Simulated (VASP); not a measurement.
Here is a VASP 6.6.1 calculation.

Contents of POSCAR:

```
WS2
1.0
    1.5665059009      0.9044226037      6.0600270276
   -1.5665059009      0.9044226037      6.0600270276
    0.0000000000     -1.8088452072      6.0600270276
  W               S
     1     2
Direct
     0.0006592023691686    0.0006592023691686    0.0006592023691686
     0.2481450109889097    0.2481450109889097    0.2481450109889097
     0.4198957866419158    0.4198957866419158    0.4198957866419158
```

The input INCAR.step1:

```
SYSTEM = WS2
PREC     = Accurate       ! precision mode
ENCUT    = 600            ! plane-wave cutoff, eV
EDIFF    = 1E-8           ! SCF threshold, eV
ISMEAR   = 0              ! smearing method
SIGMA    = 0.03           ! smearing width, eV
LREAL    = .FALSE.        ! projectors in reciprocal space
LASPH    = .TRUE.         ! aspherical terms in the spheres
NELM     = 80             ! most SCF steps
ALGO     = Normal         ! electronic algorithm
ISIF     = 3              ! what is computed and relaxed
LWAVE    = .FALSE.        ! write WAVECAR
LCHARG   = .FALSE.        ! write CHGCAR
KPAR     = 2            
IBRION   = 2              ! ionic algorithm
NSW      = 40             ! ionic steps
EDIFFG   = -0.002         ! ionic threshold
```

Contents of INCAR.step2:

```
SYSTEM = WS2
PREC     = Accurate       ! precision mode
ENCUT    = 600            ! plane-wave cutoff, eV
EDIFF    = 1E-8           ! SCF threshold, eV
ISMEAR   = 0              ! smearing method
SIGMA    = 0.03           ! smearing width, eV
LREAL    = .FALSE.        ! projectors in reciprocal space
LASPH    = .TRUE.         ! aspherical terms in the spheres
NELM     = 80             ! most SCF steps
ALGO     = Normal         ! electronic algorithm
ISIF     = 2              ! what is computed and relaxed
LWAVE    = .FALSE.        ! write WAVECAR
LCHARG   = .FALSE.        ! write CHGCAR
KPAR     = 2            
IBRION   = 6              ! ionic algorithm
NFREE    = 2            
POTIM    = 0.015          ! step
NSW      = 1              ! ionic steps
```

Contents of KPOINTS:

```
regular mesh
0
G
  10 10 10
  0 0 0
```

Potentials or basis: VASP PAW LDA potentials, release 64 (W_sv, S).

Command:

```bash
$ cat potpaw_LDA.64/W_sv/POTCAR potpaw_LDA.64/S/POTCAR > POTCAR
$ cp INCAR.step1 INCAR
$ mpirun -np 2 vasp_std > vasp.out
$ cp CONTCAR POSCAR
$ cp INCAR.step2 INCAR
$ mpirun -np 2 vasp_std > vasp.out
```

(1) Estimate the highest phonon frequency at Γ, LO-TO splitting left out.

Answers

(1) 437 cm⁻¹.
